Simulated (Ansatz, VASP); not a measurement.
# Cross-check of CoSi2 (CoSi2 strained to the junction's net) between VASP and Ansatz

Aim: how closely do two programs agree when they are given the same cell, functional and k mesh? The cell is generated by rule, not measured, and may not be a known phase. Of the first pair: The structure shown is the start of the Ansatz relaxation below; VASP solves that cell, so the two are compared at the walk's first step.

Main program and level: Ansatz 0.2.0; plane waves, with VASP 6.6.1 beside it; single point at PBE.

## (1) Starting point

The structure is trigonal, space group R-3m (No. 166). Conventional cell: a = 3.868 Å, b = 3.868 Å, c = 9.150 Å, α = 90.00°, β = 90.00°, γ = 120.00°. Nearest to Si lie 4 Co at 2.29 to 2.36 Å. Co has 8 Si at 2.29 to 2.36 Å nearest. Farther neighbours are not listed.

Coordinates:

```cif
data_structure
_symmetry_space_group_name_H-M 'P 1'
_symmetry_Int_Tables_number 1
_cell_length_a 3.8680
_cell_length_b 3.8680
_cell_length_c 9.1502
_cell_angle_alpha 90.000
_cell_angle_beta 90.000
_cell_angle_gamma 120.000
_cell_volume 118.56
loop_
_atom_site_label
_atom_site_type_symbol
_atom_site_fract_x
_atom_site_fract_y
_atom_site_fract_z
_atom_site_occupancy
Si1 Si 0.00000 0.00000 0.00000 1
Si2 Si 0.66667 0.33333 0.16667 1
Si3 Si 0.33333 0.66667 0.33333 1
Si4 Si 0.00000 0.00000 0.50000 1
Si5 Si 0.66667 0.33333 0.66667 1
Si6 Si 0.33333 0.66667 0.83333 1
Co7 Co 0.33333 0.66667 0.08333 1
Co8 Co 0.66667 0.33333 0.41667 1
Co9 Co 0.00000 0.00000 0.75000 1
```

## (2) Ansatz: relaxation, PBE

Ansatz runs on its default PAW (the set named soft_2) files.

The two programs are compared at the cell with which this relaxation starts, whose forces are those of its first step.

File input.yaml:

```yaml
crystal:
  lattice:
    - [3.868, 0.0, 0.0]
    - [-1.934, 3.3497862618, 0.0]
    - [0.0, 0.0, 9.150208531]
  atoms:
    - { symbol: Si, position: [0.0, 0.0, 0.0] }
    - { symbol: Co, position: [0.3333333333, 0.6666666667, 0.0833333333] }
    - { symbol: Si, position: [0.6666666667, 0.3333333333, 0.1666666667] }
    - { symbol: Si, position: [0.3333333333, 0.6666666667, 0.3333333333] }
    - { symbol: Co, position: [0.6666666667, 0.3333333333, 0.4166666667] }
    - { symbol: Si, position: [0.0, 0.0, 0.5] }
    - { symbol: Si, position: [0.6666666667, 0.3333333333, 0.6666666667] }
    - { symbol: Co, position: [0.0, 0.0, 0.75] }
    - { symbol: Si, position: [0.3333333333, 0.6666666667, 0.8333333333] }
kpoints:
  mp_grid: { grid: [12, 12, 3] }
scf:
  occupations: { method: fermi_dirac, width: 0.1 }
  max_iter: 150
hamiltonian:
  xc: pbe
relax:
  f_tol: 0.01
  max_steps: 40
  cell: { fix: [a, b, angles] }
```

Started as:

```
> ansatz run input.yaml --threads 8 --pin off --max-ram 24576MiB --backend cpu --events-out ev --progress --plain --runs-dir out
```

Numbers of over 12 decimals in the logs are rounded to 6 here.

The program printed:

```text
Engine: ansatz 0.2.0, aarch64-unknown-linux-gnu
Pseudopotentials: kind: paw
Pseudopotential: Si, paw, valence charge 4, recommended cutoff 420 eV (normal), Si.paw.azcp
Pseudopotential: Co, paw, valence charge 17, recommended cutoff 420 eV (normal), Co.paw.azcp
Functional definition: PBE
  parameter kappa = 0.804
  parameter beta = 0.066725
  exchange = pbe_x(kappa = kappa, mu = beta*pi^2/3)
  correlation = pbe_c(beta = beta)
Crystal: 9 atoms, lattice volume = 118.559 Å³
Basis set: ecut = 420 eV, 2311 PW (Γ), exchange–correlation on 54×54×128 points (8 copies of the dense FFT grid, shifted against one another)
Bands: 47, of which v1, the nominal top of the filled ones, is band 38 counted from 1 (37 counted from 0)
Symmetry: 36 space group operations
Space group: R-3m (ITA 166), of the structure as read, at distance tolerance 4.9e-5 Å
k-points: 50 of 432
Non-local potential: Si, projectors of the file, l = 0: 2, l = 1: 2, l = 2: 2
Non-local potential: Co, projectors of the file, l = 0: 3, l = 1: 2, l = 2: 3, l = 3: 1
PAW form: soft (Blöchl's): semilocal exchange-correlation on the pseudo side does not see the compensation charge
PAW one-centre angular grid: Si, 110 points (default); XC on 64 Gauss nodes
PAW one-centre angular grid: Co, 590 points (default); XC on 64 Gauss nodes
Initial density: superposition of atomic densities (neutral atoms: chi_scale 0, normalization atom), corrected by the library's trained network
Initial wavefunctions: pseudopotential atomic-orbital guess
Functional: x = pbe(κ = 0.804, μ = 0.219515), c = pbe(β = 0.066725)
SCF iter   1: F=—  HF=-19197.470447 eV  |F-HF|=—  |Δ(HF+E_count)|=         —  Δρ=3.87e-3  dr2=1.89e-2  ethr=1.77e-3  ⟨swp⟩=7.5  Hψ=9926  notcnv=0  defer=10
preconditioner: auto → Kerker (q_TF=auto, 2.528 Å⁻¹)  [metal: Δε(μ)=0.034 eV  Ē_g=6.989 eV  σ=0.100 eV  W_gap=0.09  n_scr=36 (ndim 8)  ℏωp=24.4 eV  f_vac=0.004  D(μ)=2.98/eV (n_scr^D=24)]
SCF iter   2: F=—  HF=-19197.471129 eV  |F-HF|=—  |Δ(HF+E_count)|=   6.81e-4  Δρ=3.25e-3  dr2=1.43e-2  ethr=2.52e-5  ⟨swp⟩=2.0  Hψ=3619  notcnv=0  defer=12
SCF iter   3: F=—  HF=-19197.472293 eV  |F-HF|=—  |Δ(HF+E_count)|=   1.16e-3  Δρ=4.55e-3  dr2=1.53e-2  ethr=1.90e-5  ⟨swp⟩=2.0  Hψ=3264  notcnv=0  defer=13
SCF iter   4: F=—  HF=-19197.471044 eV  |F-HF|=—  |Δ(HF+E_count)|=   1.25e-3  Δρ=1.91e-3  dr2=2.70e-3  ethr=1.90e-5  ⟨swp⟩=1.0  Hψ=2298  notcnv=0  defer=13
SCF iter   5: F=—  HF=-19197.470929 eV  |F-HF|=—  |Δ(HF+E_count)|=   1.15e-4  Δρ=1.83e-4  dr2=4.13e-5  ethr=3.60e-6  ⟨swp⟩=2.0  Hψ=2784  notcnv=0  defer=13
SCF iter   6: F=—  HF=-19197.470918 eV  |F-HF|=—  |Δ(HF+E_count)|=   1.12e-5  Δρ=2.25e-4  dr2=4.02e-5  ethr=5.50e-8  ⟨swp⟩=2.2  Hψ=3486  notcnv=0  defer=13
SCF iter   7: F=—  HF=-19197.470920 eV  |F-HF|=—  |Δ(HF+E_count)|=   2.51e-6  Δρ=2.38e-5  dr2=5.54e-7  ethr=5.35e-8  ⟨swp⟩=2.4  Hψ=2997  notcnv=0  defer=13
SCF iter   8: F=-19197.470920 eV  HF=-19197.470920 eV  |F-HF|=8.91e-9  |Δ(HF+E_count)|=   1.78e-7  Δρ=5.11e-6  dr2=1.72e-8  ethr=1.33e-10  ⟨swp⟩=4.5  Hψ=7793  notcnv=0
SCF 1 converged in 8 iterations: F = -19197.470920 eV  dr2 = 1.72e-8
  greatest PAW one-centre occupation: 1.000 electrons in one spin orbital (limit 2), on the Co atom at site 7 (counted from 0), in its partial waves of l = 0
relax step   1: F+E_penalty+E_count = -19197.47092034 eV  Δ(F+E_penalty+E_count) = +0.000e0 eV  max|allowed force component| = 3.443e-1 eV/Å  Δτ_max = 0.0000 Å  P = -4.131 GPa  Ω = 118.559 Å³  fix = [a, b, alpha, beta, gamma]  reactions: a -7.587, b -7.587 GPa  (8 SCF iters, dr2 threshold 1.00e-7 eV, accepted)
[...]
relax step   5: F+E_penalty+E_count = -19197.50173778 eV  Δ(F+E_penalty+E_count) = -3.464e-5 eV  max|allowed force component| = 3.708e-4 eV/Å  Δτ_max = 0.0000 Å  P = -4.420 GPa  Ω = 118.633 Å³  fix = [a, b, alpha, beta, gamma]  reactions: a -6.655, b -6.655 GPa  stress off target by 5.12e-2 GPa on what of the cell is left free  SCF on the basis re-selected at this cell (its energy is not comparable with the rows above)  (8 SCF iters)
[...]
relax step   6: F+E_penalty+E_count = -19197.50173221 eV  Δ(F+E_penalty+E_count) = +5.576e-6 eV  max|allowed force component| = 1.300e-4 eV/Å  Δτ_max = 0.0001 Å  P = -4.446 GPa  Ω = 118.652 Å³  energy of the carried Pulay correction = -8.368e-6 eV  fix = [a, b, alpha, beta, gamma]  reactions: a -6.668, b -6.668 GPa  (6 SCF iters, dr2 threshold 6.55e-9 eV, accepted)
[...]
relax step   7: F+E_penalty+E_count = -19197.50174206 eV  Δ(F+E_penalty+E_count) = -9.850e-6 eV  max|allowed force component| = 1.304e-4 eV/Å  Δτ_max = 0.0000 Å  P = -4.446 GPa  Ω = 118.652 Å³  fix = [a, b, alpha, beta, gamma]  reactions: a -6.668, b -6.668 GPa  stress off target by 2.48e-3 GPa on what of the cell is left free  SCF on the basis re-selected at this cell (its energy is not comparable with the rows above)  (8 SCF iters)
basis re-selected at this cell: Δ(F+E_penalty+E_count) = -9.850e-6 eV, ΔP = +0.000 GPa vs the last step (what re-selecting the basis moved, of the pressure what is left beyond the Pulay correction that the steps carried, after the strain that the cell walked since its last selection, with what the two solves' SCF thresholds leave and, on support functions, any second-order correction that the steps lacked; it is no m [...]
SCF converged after 8 iterations
Free energy (F): -19197.501742 eV
Harris-Foulkes:  -19197.501742 eV  (|F-HF|=3.64e-12)
Internal energy: -19197.399586 eV  (E = F + TS)
E sigma→0 (E₀):  -19197.450664 eV
Entropy (-TS):   -0.102156 eV (-11.351 meV/atom)
Fermi energy:    12.410758 eV
--- Per-component energies (eV) ---
  E_band       = -881.489214
  E_kinetic    = 1635.293403
  E_local      = -12387.609844  (includes V_loc(G=0)·N_el)
  E_nonlocal   = 1503.002812
  E_hartree    = 5383.130618
  E_xc         = -819.563612
  E_vxc        = -912.110522  (∫ρ·V_xc dr)
  E_paw        = -7623.356515  (= ΣΔE_a)
  E_vpaw       = -1486.326684  (= ΣTr[D̂ρ^β])
  E_aug_tail   = 0.000378  (compensation charges beyond the density's cutoff)
  E_ewald      = -6888.296825
  E_smearing   = -0.102156  (= −TS)
  E_closure    = 0.000000  (closes the sum)
  Σ components = -19197.501742   (vs F -19197.501742, Δ=0.00e0)
--- Forces (eV/Å), atoms counted from 1 ---
  atom   1  Si     0.00000000    -0.00000000     0.00013041
  atom   2  Co     0.00000000    -0.00000000     0.00000000
  atom   3  Si    -0.00000000     0.00000000    -0.00013041
  atom   4  Si    -0.00000000    -0.00000000     0.00013041
  atom   5  Co    -0.00000000     0.00000000    -0.00000000
  atom   6  Si    -0.00000000     0.00000000    -0.00013041
  atom   7  Si     0.00000000    -0.00000000     0.00013041
  atom   8  Co     0.00000000    -0.00000000     0.00000000
  atom   9  Si     0.00000000     0.00000000    -0.00013041
  max |Σ_I F_I| component: 1.23e-17 eV/Å
--- Stress (GPa, compression-positive) ---
       -6.668029       0.000000       0.000000
        0.000000      -6.668029      -0.000000
       -0.000000      -0.000000      -0.002481
  P = ⅓ Tr σ = -4.4462 GPa (-44.462 kbar)
--- Relaxed structure (5 steps of the walk, 5 accepted, 2 SCFs on fresh bases) ---
  F+E_penalty+E_count = -19197.50174206 eV   max|allowed force component| = 1.304e-4 eV/Å   (the final SCF, on the basis selected at the relaxed cell)
  cell:  # Å, volume = 118.6521 Å³
    - [3.868000, 0, 0]
    - [-1.934000, 3.349786, 0]
    - [0, 0, 9.157397]
  atoms:
    - { symbol: Si, position: [5.61565179779425e-19, 0, 0.00320728] }
    - { symbol: Co, position: [0.333333, 0.666667, 0.083333] }
    - { symbol: Si, position: [0.666667, 0.333333, 0.163459] }
    - { symbol: Si, position: [0.333333, 0.666667, 0.336541] }
    - { symbol: Co, position: [0.666667, 0.333333, 0.416667] }
    - { symbol: Si, position: [-5.615651797794254e-19, 0, 0.496793] }
    - { symbol: Si, position: [0.666667, 0.333333, 0.669874] }
    - { symbol: Co, position: [0, 0, 0.750000] }
    - { symbol: Si, position: [0.333333, 0.666667, 0.830126] }
```

The column dr2 measures how far the density is from self-consistency, as an energy; F and HF (Harris–Foulkes) agree once it is small.

## (3) VASP: single point, PBE, start cell, pair 1

The same cell, functional, mesh and smearing now go to VASP, with its own data sets.

Lines of VASP's logs that name or quote its potential files are left out, and so is its time.

File INCAR:

```
SYSTEM = CoSi2
PREC = Accurate
ENCUT = 520
EDIFF = 1E-06
NELM = 120
ISMEAR = -1
SIGMA = 0.1
LREAL = .FALSE.
ALGO = Normal
GGA = PE
NBANDS = 34
LASPH = .TRUE.
LORBIT = 11
LWAVE = .FALSE.
LCHARG = .FALSE.
ISIF = 2
GGA_COMPAT = .FALSE.
KPAR = 2
```

File POSCAR:

```
CoSi2
1.0
    3.8680000000      0.0000000000      0.0000000000
   -1.9340000000      3.3497860000      0.0000000000
    0.0000000000      0.0000000000      9.1502090000
Si Co
6 3
Direct
    0.0000000000      0.0000000000      0.0000000000
    0.6666666169      0.3333332338      0.1666666849
    0.3333333831      0.6666667662      0.3333333698
    0.0000000000      0.0000000000      0.4999999454
    0.6666666169      0.3333332338      0.6666666302
    0.3333333831      0.6666667662      0.8333333151
    0.3333333831      0.6666667662      0.0833332878
    0.6666666169      0.3333332338      0.4166666576
    0.0000000000      0.0000000000      0.7499999180
```

File KPOINTS:

```
Automatic mesh
0
Gamma
12 12 3
0 0 0
```

Potentials, in the order of the species: Si and Co (PBE family, release 64).

Started as:

```
> mpirun -np 2 vasp_std
```

The program printed:

```text
[banner, memory and clock lines left out]
running    2 mpi-ranks, on    1 nodes
 distrk:  each k-point on    1 cores,    2 groups
 distr:  one band on    1 cores,    1 groups

 POSCAR found type information on POSCAR SiCo
 POSCAR found :  2 types and       9 ions
 LDA part: xc-table for (Slater+PW92), standard interpolation
 POSCAR, INCAR and KPOINTS ok, starting setup
 FFT: planning ... GRIDC
 FFT: planning ... GRID_SOFT
 FFT: planning ... GRID
 WAVECAR not read
 entering main loop
       N       E                     dE             d eps       ncg     rms          rms(c)
DAV:   1     0.320148294119E+03    0.32015E+03   -0.20797E+04  3400   0.150E+03
DAV:   2    -0.339880314251E+02   -0.35414E+03   -0.33961E+03  3404   0.341E+02
DAV:   3    -0.609427007669E+02   -0.26955E+02   -0.25678E+02  4126   0.107E+02
DAV:   4    -0.620579277335E+02   -0.11152E+01   -0.11039E+01  4256   0.207E+01
DAV:   5    -0.621016131173E+02   -0.43685E-01   -0.43619E-01  4628   0.389E+00    0.244E+01
DAV:   6    -0.740113969597E+02   -0.11910E+02   -0.13216E+02  4802   0.148E+02    0.327E+01
DAV:   7    -0.575295691591E+02    0.16482E+02   -0.60261E+01  4474   0.122E+02    0.731E+00
DAV:   8    -0.581509095531E+02   -0.62134E+00   -0.78353E+00  4454   0.146E+01    0.556E+00
DAV:   9    -0.578295028143E+02    0.32141E+00   -0.10470E+00  4758   0.134E+01    0.151E+00
DAV:  10    -0.578314480027E+02   -0.19452E-02   -0.55251E-02  3906   0.156E+00    0.108E+00
DAV:  11    -0.578274537209E+02    0.39943E-02   -0.23966E-02  4660   0.193E+00    0.422E-01
DAV:  12    -0.578269208272E+02    0.53289E-03   -0.11968E-03  5210   0.408E-01    0.216E-01
DAV:  13    -0.578268487050E+02    0.72122E-04   -0.80421E-04  5250   0.279E-01    0.564E-02
DAV:  14    -0.578268330011E+02    0.15704E-04   -0.13372E-04  4922   0.136E-01    0.159E-02
DAV:  15    -0.578268345897E+02   -0.15886E-05   -0.56736E-06  3916   0.135E-02    0.530E-03
DAV:  16    -0.578268351813E+02   -0.59161E-06   -0.21696E-07  2116   0.403E-03
   1 F= -.57826835E+02 E0= -.57775975E+02  d E =-.101721E+00
```

From OUTCAR (step 3):

```text
ion  position               nearest neighbor table
   1  0.000  0.000  0.000-   9 2.29   7 2.36   7 2.36   7 2.36   6 2.70   2 2.70   6 2.70   2 2.70
                             6 2.70   2 2.70
   2  0.667  0.333  0.167-   8 2.29   7 2.36   7 2.36   7 2.36   3 2.70   1 2.70   1 2.70   1 2.70
                             3 2.70   3 2.70
   3  0.333  0.667  0.333-   7 2.29   8 2.36   8 2.36   8 2.36   4 2.70   4 2.70   2 2.70   4 2.70
                             2 2.70   2 2.70
   4  0.000  0.000  0.500-   9 2.29   8 2.36   8 2.36   8 2.36   3 2.70   3 2.70   3 2.70   5 2.70
                             5 2.70   5 2.70
   5  0.667  0.333  0.667-   8 2.29   9 2.36   9 2.36   9 2.36   6 2.70   4 2.70   4 2.70   4 2.70
                             6 2.70   6 2.70
   6  0.333  0.667  0.833-   7 2.29   9 2.36   9 2.36   9 2.36   5 2.70   1 2.70   1 2.70   1 2.70
                             5 2.70   5 2.70
   7  0.333  0.667  0.083-   6 2.29   3 2.29   2 2.36   1 2.36   1 2.36   1 2.36   2 2.36   2 2.36

  LATTYP: Found a hexagonal cell.
 ALAT       =     3.8680000000
 C/A-ratio  =     2.3656176319

 Subroutine GETGRP returns: Found 12 space group operations
 (whereof  6 operations were pure point group operations)

The static configuration has the point symmetry C_3v.
 The point group associated with its full space group is D_3d.

 Found     50 irreducible k-points:

   k-points           NKPTS =     50   k-points in BZ     NKDIM =     50   number of bands    NBANDS=     34

   dimension x,y,z NGX =    30 NGY =   30 NGZ =   70
   dimension x,y,z NGXF=    60 NGYF=   60 NGZF=  140

   ENCUT  =  520.0 eV  38.22 Ry    6.18 a.u.   7.19  7.19 17.01*2*pi/ulx,y,z

   NELECT =      51.0000    total number of electrons

 k-points in reciprocal lattice and weights: Automatic mesh
   0.00000000  0.00000000  0.00000000       0.002
   0.08333333 -0.00000000  0.00000000       0.014
   0.16666667  0.00000000  0.00000000       0.014
   0.25000000  0.00000000  0.00000000       0.014
   0.33333333  0.00000000  0.00000000       0.014
   0.41666667 -0.00000000  0.00000000       0.014
   0.50000000  0.00000000  0.00000000       0.007
   0.08333333  0.08333333  0.00000000       0.014
   0.16666667  0.08333333  0.00000000       0.028
[...]
-0.25000000 -0.41666667  0.33333333       0.028
   0.33333333  0.33333333  0.33333333       0.009

 average (electrostatic) potential at core
       1 -79.8678       2 -79.8678       3 -79.8678       4 -79.8679       5 -79.8678
       6 -79.8678       7 -78.5979       8 -78.5980       9 -78.5979

 E-fermi :   9.7051

 k-point     1 :       0.0000    0.0000    0.0000
  band No.  band energies     occupation
    ...
     16       7.7619      2.00000
     17       7.8990      2.00000
     18       7.8990      2.00000
     19       8.0735      2.00000
     20       8.0735      2.00000
     21      10.0376      0.06945
     22      10.0376      0.06945
     23      10.0376      0.06944
     24      10.0376      0.06944
     25      10.1371      0.02625
    ...

 k-point     2 :       0.0833   -0.0000    0.0000
  band No.  band energies     occupation
    ...
     18       8.0012      2.00000
     19       8.0322      2.00000
     20       8.0505      2.00000
     21       9.4173      1.89347
     22       9.5491      1.65265
     23      10.0548      0.05882
     24      10.2309      0.01036
     25      10.3114      0.00465
     26      11.7462      0.00000
     27      11.7593      0.00000
    ...

 k-point     3 :       0.1667    0.0000    0.0000
  band No.  band energies     occupation
    ...
     19       8.1418      2.00000
     20       8.1737      2.00000
     21       8.9130      1.99927
     22       9.0328      1.99760
     23       9.6239      1.38515
     24       9.9890      0.11051
     25      10.2402      0.00945
     26      11.0445      0.00000
     27      11.1535      0.00000
     28      11.4855      0.00000
    ...

  Total       -5.6952897     -5.6952888      1.9667006      0.0000000      0.0000000     -0.0000000
  in kB      -76.9647491    -76.9647371     26.5775102      0.0000000      0.0000000     -0.0000000
  external PRESSURE =     -42.4506587 kB  Pullay stress =       0.0000000 kB

  energy-cutoff  :      520.00
  volume of cell :      118.56
      direct lattice vectors                 reciprocal lattice vectors
     3.868000000  0.000000000  0.000000000     0.258531541  0.149263266  0.000000000
    -1.934000000  3.349786000  0.000000000     0.000000000  0.298526533  0.000000000
     0.000000000  0.000000000  9.150209000     0.000000000  0.000000000  0.109287121

 POSITION                                       TOTAL-FORCE (eV/Angst)
 -----------------------------------------------------------------------------------
      0.00000      0.00000      0.00000         0.000000      0.000000      0.343906
      1.93400      1.11659      1.52504        -0.000000      0.000000     -0.343906
     -0.00000      2.23319      3.05007         0.000000     -0.000000      0.343906
      0.00000      0.00000      4.57510        -0.000000     -0.000000     -0.343906
      1.93400      1.11659      6.10014         0.000000      0.000000      0.343906
     -0.00000      2.23319      7.62517        -0.000000      0.000000     -0.343906
     -0.00000      2.23319      0.76252         0.000000      0.000000     -0.000000
      1.93400      1.11659      3.81259        -0.000000     -0.000000     -0.000000
      0.00000      0.00000      6.86266         0.000000     -0.000000     -0.000000
 -----------------------------------------------------------------------------------
    total drift:                                0.000000      0.000000      0.000018

  FREE ENERGIE OF THE ION-ELECTRON SYSTEM (eV)
  ---------------------------------------------------
  free  energy   TOTEN  =       -57.8268351813 eV

  energy  without entropy=      -57.7251138954  energy(sigma->0) =      -57.77597454

 total charge
# of ion       s       p       d       tot
------------------------------------------
    1        0.719   0.854   0.000   1.573
    2        0.719   0.854   0.000   1.573
    3        0.719   0.854   0.000   1.573
    4        0.719   0.854   0.000   1.573
    5        0.719   0.854   0.000   1.573
    6        0.719   0.854   0.000   1.573
    7        0.527   0.686   7.568   8.781
    8        0.527   0.686   7.568   8.781
    9        0.527   0.686   7.568   8.781
--------------------------------------------------
tot          5.896   7.183  22.704  35.784

[... 3 further parts left out ...]
```

This run has no spin polarisation, so a moment on Co, if there is one, isn't seen. Its electron count is odd, so without a moment it is a metal by construction.

## (4) Differences

Known differences besides the potentials themselves: the data sets hold 75 valence electrons in Ansatz (on its default PAW (the set named soft_2) files) and 51 in VASP; the cutoff is 420 eV in Ansatz and 520 eV in VASP. Total energies have different zeros and are not compared.

Forces (eV/Å; atoms numbered as in POSCAR):

| atom | Ansatz x, y, z | VASP x, y, z |
| --- | --- | --- |
| Si1 | 0.000, 0.000, 0.344 | 0.000, 0.000, 0.344 |
| Si2 | 0.000, 0.000, -0.344 | 0.000, 0.000, -0.344 |
| Si3 | 0.000, 0.000, 0.344 | 0.000, 0.000, 0.344 |
| Si4 | 0.000, 0.000, -0.344 | 0.000, 0.000, -0.344 |
| Si5 | 0.000, 0.000, 0.344 | 0.000, 0.000, 0.344 |
| Si6 | 0.000, 0.000, -0.344 | 0.000, 0.000, -0.344 |
| Co7 | 0.000, 0.000, 0.000 | 0.000, 0.000, 0.000 |
| Co8 | 0.000, 0.000, 0.000 | 0.000, 0.000, 0.000 |
| Co9 | 0.000, 0.000, 0.000 | 0.000, 0.000, 0.000 |

The forces differ by 0.2 meV/Å r.m.s., which is 0.1 % of the r.m.s. force of 0.162 eV/Å (both taken over all components).

[end of part 1 of 2]

[Lines on the potential files, build, host, timing and source positions are cut from VASP's logs without a mark.]

[Logs are printed without paths, hosts, clocks, repeated set-up lines and the standing remarks that a program may print on its own settings, such as how far it seeks lower states.]

[Hosts, paths, dates, database ids (printed as entryN), source tags and the programs' standing remarks are cut or masked in the printed files.]
